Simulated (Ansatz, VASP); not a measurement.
## One calculation of WC, two programs

The input INCAR:

```
SYSTEM = WC
PREC = Accurate
ENCUT = 520
EDIFF = 1E-6
ISMEAR = -1
SIGMA = 0.05
LREAL = .False.
LASPH = .True.
NELM = 100
ALGO = Normal
ISIF = 2
LWAVE = .False.
LCHARG = .False.
GGA = CA
NBANDS = 16
```

KPOINTS

```
regular mesh
0
Gamma
  8 8 8
  0 0 0
```

File POSCAR:

```
WC
1.0
    0.0000000000      2.1926840000      2.1926840000
    2.1926840000      0.0000000000      2.1926840000
    2.1926840000      2.1926840000      0.0000000000
W C
1 1
Direct
   -0.0138969277      0.0221642748      0.0080582123
    0.5367259576      0.5109717406      0.4999394678
```

Input for Ansatz:

```yaml
crystal:
  lattice:
    - [0.0, 2.192684, 2.192684]
    - [2.192684, 0.0, 2.192684]
    - [2.192684, 2.192684, 0.0]
  atoms:
    - { symbol: W, position: [-0.013896927740397842, 0.022164274839245907, 0.008058212277177708] }
    - { symbol: C, position: [0.5367259575718814, 0.5109717406105936, 0.49993946778865805] }
basis:
  ecutwfc: 517.016338673772
kpoints:
  mp_grid:
    grid: [8, 8, 8]
hamiltonian:
  xc: lda
scf:
  occupations:
    method: fermi_dirac
    width: 0.05
output:
  forces: true
```

The cell comes from a database or a generator and needn't be the stable form of this composition.

Alike in both runs: task single point; functional LDA; k mesh 8 × 8 × 8; occupations fermi-dirac, width 0.05 eV; no spin polarisation.

```csv
,VASP,Ansatz
version,VASP 6.6.1,Ansatz 0.2.0
potentials or method,"VASP PAW LDA potentials, release 64 (W_sv, C)","plane waves, PAW"
plane-wave cutoff (eV),520,517
valence electrons in the cell,18,18
```

VASP gave:

* rms of the force components (eV/Å): 0.483

Q: Which values does Ansatz return?

A: rms of the force components (eV/Å): 0.467.

Atom by atom the forces differ by 0.016 eV/Å (rms over components).

Spin-orbit coupling is left out, which matters for the levels of W.
